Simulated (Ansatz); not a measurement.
Something may be wrong with this Ansatz 0.2.0 calculation of Ca.

File input.yaml:

```yaml
crystal:
  lattice:
    - [3.3491100864, 0.0, 0.0]
    - [0.0, 3.3491100864, 0.0]
    - [0.0, 0.0, 3.48865634]
  atoms:
    - { symbol: Ca, position: [0.0, 0.0, 0.0] }
hamiltonian:
  xc: pbe
  pseudopotentials: { kind: paw }
kpoints:
  mp_grid: { grid: [7, 7, 7] }
scf:
  occupations: { method: fermi_dirac, width: 0.05 }
  max_iter: 50
output:
  forces: true
  stress: true
  eigenvalues: true
ecutwfc: 60
```

Potentials or basis: Ansatz PAW.

Command:

```sh
$ ansatz run input.yaml --threads 2 --pin off --max-ram 5632MiB --backend cpu --events-out ev --progress --plain --runs-dir out
```

Output:

```text
Error: YAML parse error: error: line 20 column 1: unknown field `ecutwfc`, expected one of crystal, accuracy, basis, kpoints, hamiltonian, magnetization, projection, total_charge, correlation, batch, efield, external_charges, scf, relax, neb, saddle, md, ramp, phonons, dielectric, real_time, elastic, magnetic_configurations, gw, evaluate, workflow, output, checkpoint, execution
  --> <input>:20:1
   |
18 |   stress: true
19 |   eigenvalues: true
20 | ecutwfc: 60
   | ^ unknown field `ecutwfc`, expected one of crystal, accuracy, basis, kpoints, hamiltonian, magnetization, projection, total_charge, correlation, batch, efield, external_charges, scf, relax, neb, saddle, md, ramp, phonons, dielectric, real_time, elastic, magnetic_configurations, gw, evaluate, workflow, output, checkpoint, execution
```

Question: Diagnose the run.

Answer: The program refused the input. The input holds a flaw that was put in on purpose: a keyword of another program (ecutwfc = 60).
